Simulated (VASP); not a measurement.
Here is the system:

```
CELL_PARAMETERS angstrom
      0.00000     3.15094     3.15094
      3.15094     0.00000     3.15094
      3.15094     3.15094     0.00000
ATOMIC_POSITIONS crystal
  Al 0.00000 0.00000 0.00000
  Sb 0.25000 0.25000 0.25000
```

All values below come from revTPSS meta-GGA, VASP's PBE PAW potentials (set 64) (plane waves; VASP). Run with 520 eV cut-off, 7×7×7 Γ-centred mesh, Gaussian smearing of 0.050 eV, potentials Al Sb.

Task: Give the stress tensor in GPa (positive for a compressed cell).

Result: 
```
-2.75   0.00   0.00
 0.00  -2.75   0.00
 0.00   0.00  -2.75
```
The pressure is its mean diagonal, -2.75 GPa.

The compound is AlSb in the zinc blende structure. This cell is one point of a volume scan, at 1.06 of the reference volume.
